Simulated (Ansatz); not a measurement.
# CaSe: the cost of one run

Computed with Ansatz 0.2.0 (DFT LDA, scalar-relativistic, plane waves, PAW, unless a step's input says otherwise).

**1. The system as given**

Symmetry: F-43m, No. 216, cubic system. Conventional cell: a = 6.600 Å, b = 6.600 Å, c = 6.600 Å, α = 90.00°, β = 90.00°, γ = 90.00°. Ca (site symmetry -43m) has 4 Se at 2.86 Å as nearest neighbours. Se (site symmetry -43m) has 4 Ca at 2.86 Å as nearest neighbours.

As a file:

```cif
data_structure
_symmetry_space_group_name_H-M 'F-43m'
_symmetry_Int_Tables_number 216
_cell_length_a 6.6000
_cell_length_b 6.6000
_cell_length_c 6.6000
_cell_angle_alpha 90.000
_cell_angle_beta 90.000
_cell_angle_gamma 90.000
_cell_volume 287.50
loop_
_atom_site_label
_atom_site_type_symbol
_atom_site_symmetry_multiplicity
_atom_site_Wyckoff_symbol
_atom_site_fract_x
_atom_site_fract_y
_atom_site_fract_z
_atom_site_occupancy
Ca1 Ca 4 a 0.00000 0.00000 0.00000 1
Se1 Se 4 c 0.25000 0.25000 0.25000 1
```

It goes back to an entry of the Materials Project, which need not be the stable form.

The cell is taken as given, not relaxed at this level.

**2. The undisturbed cell**

input.yaml

```yaml
crystal:
  lattice:
    - [0.0, 3.3, 3.3]
    - [3.3, 0.0, 3.3]
    - [3.3, 3.3, 0.0]
  atoms:
    - { symbol: Ca, position: [0.0, 0.0, 0.0] }
    - { symbol: Se, position: [0.75, 0.75, 0.75] }
basis:
  ecutwfc: 420
kpoints:
  mp_grid: { grid: [6, 6, 6] }
hamiltonian:
  xc: lda
scf:
  occupations: { method: gaussian, width: 0.05 }
output:
  forces: true
  stress: true
  eigenvalues: true
```

Command:

```
$ ansatz run input.yaml --threads 1 --pin off --max-ram 1228MiB --backend cpu --events-out ev --progress --plain --runs-dir out
```

**Question.** How long does this run take on 1 thread of an x86-64 CPU, shared host, and how much memory does it need?

About 1.6 s, with a peak of 0.38 GiB.
